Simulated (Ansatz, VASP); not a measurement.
# BAs in two plane-wave programs

Aim: how closely do two programs agree when they are given the same cell, functional and k mesh? The cell is taken from a series of runs on this material, whose earlier steps may have relaxed, scaled, displaced or heated it; both programs get it as it stands.

Calculated with Ansatz 0.2.0; plane waves, with VASP 6.6.1 beside it; LDA.

## (1) The starting structure

Symmetry: R3m, No. 160, trigonal system. Conventional cell: a = 3.413 Å, b = 3.413 Å, c = 8.158 Å, α = 90.00°, β = 90.00°, γ = 120.00°. Nearest to B lie 4 As at 2.05 to 2.08 Å. Nearest to As lie 4 B at 2.05 to 2.08 Å. Farther neighbours are not listed.

Coordinates:

```
B As
1.0
    -0.03876    2.37438    2.37438
     2.37438   -0.03876    2.37438
     2.37438    2.37438   -0.03876
B As
1 1
Direct
  0.00072 0.00072 0.00072
  0.74928 0.74928 0.74928
```

## (2) VASP: zone-centre phonons, LDA, pair 1

Second derivatives magnify differences that forces hide, and they need a tight electronic threshold.

Lines of VASP's logs that name or quote its potential files are left out, and so is its time.

Input file INCAR:

```
SYSTEM = BAs
PREC = Accurate
ENCUT = 500
EDIFF = 1E-08
NELM = 120
ISMEAR = 0
SIGMA = 0.01
LREAL = .FALSE.
ALGO = Normal
GGA = PW92
NBANDS = 10
LORBIT = 11
LWAVE = .FALSE.
LCHARG = .FALSE.
ISIF = 2
IBRION = 8
LEPSILON = .TRUE.
LASPH = .TRUE.
GGA_COMPAT = .FALSE.
EFERMI = MIDGAP
KPAR = 2
```

Input file POSCAR:

```
BAs
1.0
   -0.0387642525      2.3743833103      2.3743833103
    2.3743833103     -0.0387642525      2.3743833103
    2.3743833103      2.3743833103     -0.0387642525
B As
1 1
Direct
    0.0007216063      0.0007216063      0.0007216063
    0.7492783937      0.7492783937      0.7492783937
```

Input file KPOINTS:

```
Automatic mesh
0
Gamma
12 12 12
0 0 0
```

Potentials, in the order of the species: B and As (LDA family, release 64).

Command:

```
$ mpirun -np 2 vasp_std
```

Numbers of over 12 decimals in the logs are rounded to 6 here.

What it wrote:

```text
[banner, memory and clock lines left out]
running    2 mpi-ranks, on    1 nodes
 distrk:  each k-point on    1 cores,    2 groups
 distr:  one band on    1 cores,    1 groups

 POSCAR found type information on POSCAR B As
 POSCAR found :  2 types and       2 ions
|                                                                             |
|               ----> ADVICE to this user running VASP <----                  |
|                                                                             |
|     You enforced a specific xc type in the INCAR file but a different       |
|     [... a line on the potential file left out ...]
|     I HOPE YOU KNOW WHAT YOU ARE DOING!                                     |
|                                                                             |

 LDA part: xc-table for (Slater(with rela. corr.)+PW92), standard interpolation
 POSCAR, INCAR and KPOINTS ok, starting setup
 FFT: planning ... GRIDC
 FFT: planning ... GRID_SOFT
 FFT: planning ... GRID
 WAVECAR not read
 entering main loop
       N       E                     dE             d eps       ncg     rms          rms(c)
DAV:   1     0.109063578808E+02    0.10906E+02   -0.37357E+03  3780   0.681E+02
DAV:   2    -0.129522026640E+02   -0.23859E+02   -0.22849E+02  5194   0.106E+02
DAV:   3    -0.136162721997E+02   -0.66407E+00   -0.66275E+00  4528   0.176E+01
DAV:   4    -0.136182228767E+02   -0.19507E-02   -0.19505E-02  4610   0.105E+00
DAV:   5    -0.136182259426E+02   -0.30659E-05   -0.30658E-05  4438   0.426E-02    0.496E+00
DAV:   6    -0.129993046713E+02    0.61892E+00   -0.17250E+00  4092   0.566E+00    0.235E+00
DAV:   7    -0.129211171646E+02    0.78188E-01   -0.18946E-01  4620   0.234E+00    0.884E-01
DAV:   8    -0.129080632298E+02    0.13054E-01   -0.24357E-02  4148   0.865E-01    0.100E-01
DAV:   9    -0.129080868985E+02   -0.23669E-04   -0.74401E-04  4362   0.181E-01    0.560E-02
DAV:  10    -0.129080933474E+02   -0.64489E-05   -0.86061E-05  4128   0.563E-02    0.130E-02
DAV:  11    -0.129080947438E+02   -0.13965E-05   -0.16925E-06  4606   0.973E-03    0.118E-02
DAV:  12    -0.129080946117E+02    0.13215E-06   -0.70225E-07  4198   0.379E-03    0.215E-03
DAV:  13    -0.129080946152E+02   -0.35661E-08   -0.37997E-08  4374   0.127E-03
   1 F= -.12908095E+02 E0= -.12908095E+02  d E =0.000000E+00
 Linear response reoptimize wavefunctions to high precision
DAV:   1    -0.129080946146E+02    0.65177E-09   -0.51964E-09  4206   0.345E-04
DAV:   2    -0.129080946146E+02   -0.83560E-11   -0.14458E-10  2360   0.942E-05
 Linear response G [H, r] |phi>, progress :
  Direction:   1
       N       E                     dE             d eps       ncg     rms
RMM:   1    -0.435418069479E+02   -0.43542E+02   -0.28394E+01  9573   0.452E+01
RMM:   2    -0.337267220247E+02    0.98151E+01   -0.29559E+00  6209   0.110E+01
RMM:   3    -0.337238440468E+02    0.28780E-02   -0.34577E-02  6518   0.935E-01
RMM:   4    -0.337231558588E+02    0.68819E-03   -0.10239E-03  6743   0.106E-01
RMM:   5    -0.337230923079E+02    0.63551E-04   -0.81519E-05  6688   0.127E-02
RMM:   6    -0.337230862334E+02    0.60746E-05   -0.15011E-05  6768   0.201E-03
RMM:   7    -0.337230855492E+02    0.68413E-06   -0.79889E-06  6189   0.540E-04
RMM:   8    -0.337230854757E+02    0.73533E-07   -0.74690E-06  5531   0.359E-04
RMM:   9    -0.337230854745E+02    0.12255E-08   -0.68862E-06  5015   0.340E-04
RMM:  10    -0.337230854705E+02    0.39583E-08   -0.50285E-06  4464   0.340E-04
RMM:  11    -0.337230854410E+02    0.29456E-07   -0.12769E-05  3910   0.340E-04
 Linear response G [H, r] |phi>, progress :
  Direction:   2
       N       E                     dE             d eps       ncg     rms
RMM:   1    -0.464820352165E+02   -0.46482E+02   -0.81961E+01  9746   0.436E+01
RMM:   2    -0.382237894810E+02    0.82582E+01   -0.21978E+00  6224   0.981E+00
RMM:   3    -0.382223793727E+02    0.14101E-02   -0.54878E-02  6602   0.755E-01
RMM:   4    -0.382188668171E+02    0.35126E-02   -0.41472E-03  6744   0.829E-02
RMM:   5    -0.382185166870E+02    0.35013E-03   -0.43766E-04  6816   0.997E-03
RMM:   6    -0.382184774796E+02    0.39207E-04   -0.41784E-05  6748   0.162E-03
RMM:   7    -0.382184733528E+02    0.41268E-05   -0.40324E-07  6120   0.446E-04
RMM:   8    -0.382184728028E+02    0.55000E-06    0.40950E-06  5587   0.302E-04
RMM:   9    -0.382184727719E+02    0.30910E-07    0.31123E-06  5218   0.286E-04
RMM:  10    -0.382184727326E+02    0.39333E-07   -0.48213E-06  4680   0.286E-04
RMM:  11    -0.382184724410E+02    0.29154E-06   -0.59927E-06  4090   0.287E-04
 Linear response G [H, r] |phi>, progress :
  Direction:   3
       N       E                     dE             d eps       ncg     rms
RMM:   1    -0.290059749009E+02   -0.29006E+02    0.87757E+01  9421   0.434E+01
RMM:   2    -0.250264224334E+02    0.39796E+01   -0.26846E+00  6230   0.102E+01
RMM:   3    -0.250136156640E+02    0.12807E-01   -0.63552E-02  6603   0.926E-01
RMM:   4    -0.250103889752E+02    0.32267E-02   -0.35795E-03  6797   0.106E-01
RMM:   5    -0.250101007947E+02    0.28818E-03   -0.37714E-04  6768   0.133E-02
RMM:   6    -0.250100683224E+02    0.32472E-04   -0.45332E-05  6829   0.199E-03
RMM:   7    -0.250100649357E+02    0.33867E-05   -0.11286E-05  6251   0.465E-04
RMM:   8    -0.250100646260E+02    0.30966E-06   -0.86254E-06  5654   0.265E-04
[...]
dielectric tensor                  component  3 :     0.411    -3.058     7.061
 Linear response to external field, progress :
  Direction:   1
       N       E                     dE             d eps       ncg     rms          rms(c)
RMM:   1    -0.683739988678E+00   -0.68374E+00   -0.31317E+00 21781   0.303E+00
RMM:   2    -0.701296768147E+00   -0.17557E-01   -0.74286E-03 15825   0.423E-01    0.129E+00
RMM:   3    -0.685280856324E+00    0.16016E-01   -0.66188E-03 16187   0.464E-01    0.737E-01
RMM:   4    -0.708277468214E+00   -0.22997E-01   -0.87389E-03 15889   0.551E-01    0.731E-02
RMM:   5    -0.711625293925E+00   -0.33478E-02   -0.13829E-04 16391   0.743E-02    0.909E-03
RMM:   6    -0.711766919138E+00   -0.14163E-03   -0.96134E-07 16604   0.720E-03    0.470E-03
RMM:   7    -0.711827281075E+00   -0.60362E-04   -0.19063E-07 16680   0.283E-03    0.377E-04
RMM:   8    -0.711838867757E+00   -0.11587E-04   -0.12941E-08 17152   0.380E-04    0.128E-04
RMM:   9    -0.711836913940E+00    0.19538E-05   -0.29185E-09 15349   0.132E-04    0.414E-05
RMM:  10    -0.711837885710E+00   -0.97177E-06    0.13336E-08  9890   0.364E-05    0.108E-05
RMM:  11    -0.711838029613E+00   -0.14390E-06    0.12101E-07  7515   0.378E-05    0.150E-06
 change of polarisation eV/A/(eV/A) component  1 :     1.336     0.236    -0.279
 dielectric tensor                  component  1 :     9.812     1.556    -1.839
 Linear response to external field, progress :
  Direction:   2
       N       E                     dE             d eps       ncg     rms          rms(c)
RMM:   1    -0.683731705824E+00   -0.68373E+00   -0.31316E+00 21783   0.303E+00
RMM:   2    -0.701295611270E+00   -0.17564E-01   -0.74333E-03 15829   0.423E-01    0.129E+00
RMM:   3    -0.685279337124E+00    0.16016E-01   -0.66212E-03 16183   0.464E-01    0.737E-01
RMM:   4    -0.708278572337E+00   -0.22999E-01   -0.87417E-03 15887   0.551E-01    0.731E-02
RMM:   5    -0.711627134596E+00   -0.33486E-02   -0.13848E-04 16396   0.744E-02    0.908E-03
RMM:   6    -0.711767782811E+00   -0.14065E-03   -0.93094E-07 16600   0.719E-03    0.470E-03
RMM:   7    -0.711828315009E+00   -0.60532E-04   -0.18046E-07 16698   0.284E-03    0.369E-04
RMM:   8    -0.711839754100E+00   -0.11439E-04   -0.13030E-08 17177   0.371E-04    0.128E-04
RMM:   9    -0.711837774788E+00    0.19793E-05   -0.41131E-09 15331   0.129E-04    0.417E-05
RMM:  10    -0.711838754988E+00   -0.98020E-06   -0.15107E-08  9911   0.337E-05    0.108E-05
RMM:  11    -0.711838900760E+00   -0.14577E-06   -0.93445E-08  7449   0.351E-05    0.152E-06
 change of polarisation eV/A/(eV/A) component  2 :     0.131     1.336    -0.174
 dielectric tensor                  component  2 :     0.866     9.811    -1.147
 Linear response to external field, progress :
  Direction:   3
       N       E                     dE             d eps       ncg     rms          rms(c)
RMM:   1    -0.683851717631E+00   -0.68385E+00   -0.31328E+00 21772   0.303E+00
RMM:   2    -0.701297263598E+00   -0.17446E-01   -0.73528E-03 15830   0.422E-01    0.129E+00
RMM:   3    -0.685280121757E+00    0.16017E-01   -0.66132E-03 16189   0.464E-01    0.737E-01
RMM:   4    -0.708277258490E+00   -0.22997E-01   -0.87248E-03 15885   0.551E-01    0.731E-02
RMM:   5    -0.711626514825E+00   -0.33493E-02   -0.13966E-04 16394   0.744E-02    0.909E-03
RMM:   6    -0.711768117545E+00   -0.14160E-03   -0.10692E-06 16607   0.720E-03    0.470E-03
RMM:   7    -0.711828449596E+00   -0.60332E-04   -0.15905E-07 16673   0.283E-03    0.378E-04
RMM:   8    -0.711840055229E+00   -0.11606E-04    0.66960E-09 17160   0.381E-04    0.128E-04
RMM:   9    -0.711838107685E+00    0.19475E-05   -0.32093E-10 15337   0.132E-04    0.414E-05
RMM:  10    -0.711839078372E+00   -0.97069E-06    0.55226E-09  9900   0.359E-05    0.108E-05
RMM:  11    -0.711839221629E+00   -0.14326E-06    0.65287E-08  7511   0.373E-05    0.151E-06
 change of polarisation eV/A/(eV/A) component  3 :     0.235    -0.278     1.336
 dielectric tensor                  component  3 :     1.552    -1.835     9.811
 Linear response DOF=           2
 Linear response progress:
  Degree of freedom:   1/  2
       N       E                     dE             d eps       ncg     rms          rms(c)
RMM:   1    -0.430994995907E-01   -0.43099E-01    0.19244E-03 22757   0.109E+00
RMM:   2    -0.403128348081E-01    0.27867E-02   -0.12755E-03 14920   0.217E-01    0.975E-02
RMM:   3    -0.403484381566E-01   -0.35603E-04   -0.17241E-04 15794   0.646E-02    0.513E-02
RMM:   4    -0.406111284166E-01   -0.26269E-03   -0.13913E-04 15533   0.596E-02    0.746E-03
RMM:   5    -0.405869975695E-01    0.24131E-04   -0.38881E-06 16375   0.675E-03    0.814E-04
RMM:   6    -0.405836345685E-01    0.33630E-05   -0.10146E-07 16294   0.641E-04    0.259E-04
RMM:   7    -0.405831431851E-01    0.49138E-06   -0.53110E-08 16598   0.195E-04    0.838E-05
RMM:   8    -0.405830601956E-01    0.82990E-07   -0.52571E-08 16870   0.687E-05    0.185E-05
RMM:   9    -0.405830450874E-01    0.15108E-07   -0.23724E-08 17343   0.251E-05    0.285E-06
RMM:  10    -0.405830543581E-01   -0.92706E-08   -0.30502E-08 15662   0.143E-05    0.978E-07
 first order change of Fermi-energy   0.20541E+01
 force on displaced ion       1 direction 1 : -16.060  -0.393  -0.393
 Born effective charge ion    1 direction 1 :  -0.476  -0.019  -0.019
 Linear response progress:
  Degree of freedom:   2/  2
       N       E                     dE             d eps       ncg     rms          rms(c)
RMM:   1    -0.401064869575E-01   -0.40106E-01    0.32368E-02 23127   0.115E+00
RMM:   2    -0.379593410431E-01    0.21471E-02   -0.60819E-04 15183   0.217E-01    0.962E-02
RMM:   3    -0.378650776262E-01    0.94263E-04    0.11961E-05 16264   0.274E-02    0.562E-02
RMM:   4    -0.378786360556E-01   -0.13558E-04    0.11699E-05 16046   0.299E-02    0.320E-03
RMM:   5    -0.378792608251E-01   -0.62477E-06    0.51610E-06 16715   0.282E-03    0.127E-03
RMM:   6    -0.378760842024E-01    0.31766E-05    0.83957E-08 16492   0.767E-04    0.111E-04
RMM:   7    -0.378756980305E-01    0.38617E-06   -0.15375E-07 17094   0.955E-05    0.497E-05
RMM:   8    -0.378751913368E-01    0.50669E-06   -0.84111E-08 16458   0.676E-05    0.106E-05
RMM:   9    -0.378751945047E-01   -0.31679E-08    0.34220E-09 17666   0.207E-05    0.367E-06
 first order change of Fermi-energy  -0.20538E+01
 force on displaced ion       2 direction 1 : -16.059  -0.395  -0.395
 Born effective charge ion    2 direction 1 :   0.471   0.019   0.019
 Born effective charges drift removed
 Linear response finished
```

OUTCAR, selected parts (step 2):

```text
ion  position               nearest neighbor table
   1  0.001  0.001  0.001-   2 2.05   2 2.08   2 2.08   2 2.08
   2  0.749  0.749  0.749-   1 2.05   1 2.08   1 2.08   1 2.08

  LATTYP: Found a trigonal (rhomboedric) cell.
 ALAT       =     3.3581088243
 COS(alpha) =     0.4836095198

 Subroutine GETGRP returns: Found  6 space group operations
 (whereof  6 operations were pure point group operations)

The static configuration has the point symmetry C_3v.

 Found    189 irreducible k-points:

   k-points           NKPTS =    189   k-points in BZ     NKDIM =    189   number of bands    NBANDS=     10

   dimension x,y,z NGX =    24 NGY =   24 NGZ =   24
   dimension x,y,z NGXF=    48 NGYF=   48 NGZF=   48

   ENCUT  =  500.0 eV  36.75 Ry    6.06 a.u.   6.12  6.12  6.12*2*pi/ulx,y,z

   NELECT =       8.0000    total number of electrons

 k-points in reciprocal lattice and weights: Automatic mesh
   0.00000000  0.00000000  0.00000000       0.001
   0.08333333  0.00000000 -0.00000000       0.003
   0.16666667  0.00000000  0.00000000       0.003
   0.25000000  0.00000000  0.00000000       0.003
   0.33333333  0.00000000  0.00000000       0.003
   0.41666667 -0.00000000 -0.00000000       0.003
   0.50000000  0.00000000  0.00000000       0.002
   0.08333333  0.08333333 -0.00000000       0.003
   0.16666667  0.08333333  0.00000000       0.007
[...]
-0.41666667  0.50000000  0.41666667       0.003
   0.50000000  0.50000000  0.50000000       0.001

 average (electrostatic) potential at core
       1 -32.0348       2 -52.0696

  Total       -0.6857851     -0.6857851     -0.6857851      0.4075175      0.4075175      0.4075175
  in kB      -40.0598919    -40.0598919    -40.0598919     23.8049861     23.8049861     23.8049861
  external PRESSURE =     -40.0598919 kB  Pullay stress =       0.0000000 kB

  energy-cutoff  :      500.00
  volume of cell :       27.43
      direct lattice vectors                 reciprocal lattice vectors
    -0.038764252  2.374383310  2.374383310    -0.205492987  0.208903553  0.208903553
     2.374383310 -0.038764252  2.374383310     0.208903553 -0.205492987  0.208903553
     2.374383310  2.374383310 -0.038764252     0.208903553  0.208903553 -0.205492987

 POSITION                                       TOTAL-FORCE (eV/Angst)
 -----------------------------------------------------------------------------------
      0.00340      0.00340      0.00340         0.003807      0.003807      0.003807
      3.52910      3.52910      3.52910        -0.003807     -0.003807     -0.003807
 -----------------------------------------------------------------------------------
    total drift:                                0.000010      0.000010      0.000010

 MACROSCOPIC STATIC DIELECTRIC TENSOR (including local field effects in DFT)
 ------------------------------------------------------
           9.811497    -0.141221    -0.141221
          -0.141221     9.811497    -0.141221
          -0.141221    -0.141221     9.811497
 ------------------------------------------------------

 PIEZOELECTRIC TENSOR (including local field effects)  for field in x, y, z        (C/m^2)
          XX          YY          ZZ          XY          YZ          ZX
  --------------------------------------------------------------------------------
  x    -0.01639    -0.00627    -0.00627    -0.01639    -0.07219    -0.01639
  y    -0.00627    -0.01639    -0.00627    -0.01639    -0.01639    -0.07219
  z    -0.00627    -0.00627    -0.01639    -0.07219    -0.01639    -0.01639

 BORN EFFECTIVE CHARGES (including local field effects) (in |e|, cummulative output)
 ---------------------------------------------------------------------------------
 ion    1
    1    -0.47404    -0.01894    -0.01894
    2    -0.01894    -0.47404    -0.01894
    3    -0.01894    -0.01894    -0.47404
 ion    2
    1     0.47404     0.01894     0.01894
    2     0.01894     0.47404     0.01894
    3     0.01894     0.01894     0.47404

 Eigenvectors and eigenvalues of the dynamical matrix
 ----------------------------------------------------

   1 f  =   20.875850 THz   131.166831 2PiTHz  696.343386 cm-1    86.335538 meV
             X         Y         Z           dx          dy          dz
      0.003399  0.003399  0.003399    -0.539718   -0.539718   -0.539718
      3.529103  3.529103  3.529103     0.205030    0.205030    0.205030

   2 f  =   20.131074 THz   126.487269 2PiTHz  671.500351 cm-1    83.255395 meV
             X         Y         Z           dx          dy          dz
      0.003399  0.003399  0.003399    -0.415387    0.762264   -0.346877
      3.529103  3.529103  3.529103     0.157778   -0.289534    0.131756

   3 f  =   20.131074 THz   126.487269 2PiTHz  671.500351 cm-1    83.255395 meV
             X         Y         Z           dx          dy          dz
      0.003399  0.003399  0.003399    -0.640363   -0.039554    0.679917
      3.529103  3.529103  3.529103     0.243231    0.015024   -0.258256

   4 f/i=    0.000365 THz     0.002296 2PiTHz    0.012188 cm-1     0.001511 meV
             X         Y         Z           dx          dy          dz
      0.003399  0.003399  0.003399    -0.205030   -0.205030   -0.205030
      3.529103  3.529103  3.529103    -0.539718   -0.539718   -0.539718

   5 f/i=    0.000533 THz     0.003350 2PiTHz    0.017783 cm-1     0.002205 meV
             X         Y         Z           dx          dy          dz
      0.003399  0.003399  0.003399     0.130947   -0.289485    0.158538
      3.529103  3.529103  3.529103     0.344748   -0.762137    0.417389

   6 f/i=    0.000533 THz     0.003350 2PiTHz    0.017783 cm-1     0.002205 meV
             X         Y         Z           dx          dy          dz
      0.003399  0.003399  0.003399    -0.258666    0.015930    0.242737
      3.529103  3.529103  3.529103    -0.680999    0.041939    0.639060

 MACROSCOPIC STATIC DIELECTRIC TENSOR IONIC CONTRIBUTION
 ------------------------------------------------------
           0.092361     0.005131     0.005131
           0.005131     0.092361     0.005131
           0.005131     0.005131     0.092361
 ------------------------------------------------------

 ELASTIC MODULI CONTR FROM IONIC RELAXATION (kBar)
 Direction    XX          YY          ZZ          XY          YZ          ZX
 --------------------------------------------------------------------------------
 XX          -2.6239     -2.3967     -2.3967    -10.9671    -16.2606    -11.1200
 YY          -2.3967     -2.6239     -2.3967    -11.1200    -10.9671    -16.2606
 ZZ          -2.3967     -2.3967     -2.6239    -16.2606    -11.1200    -10.9671
 XY         -10.9671    -11.1200    -16.2606   -146.0115    -26.1235    -26.1235
 YZ         -16.2606    -10.9671    -11.1200    -26.1235   -146.0115    -26.1235
 ZX         -11.1200    -16.2606    -10.9671    -26.1235    -26.1235   -146.0115
 --------------------------------------------------------------------------------

 PIEZOELECTRIC TENSOR IONIC CONTR  for field in x, y, z        (C/m^2)
          XX          YY          ZZ          XY          YZ          ZX
  --------------------------------------------------------------------------------
  x     0.01145     0.00726     0.00726     0.01127     0.10887     0.01408
  y     0.00726     0.01145     0.00726     0.01408     0.01127     0.10887
  z     0.00726     0.00726     0.01145     0.10887     0.01408     0.01127
```

(Continued in part 2 of 2.)

[Lines on the potential files, build, host, timing and source positions are cut from VASP's logs without a mark.]

[Logs are printed without paths, hosts, clocks, repeated set-up lines and the standing remarks that a program may print on its own settings, such as how far it seeks lower states.]

[Hosts, paths, dates, database ids (printed as entryN), source tags and the programs' standing remarks are cut or masked in the printed files.]
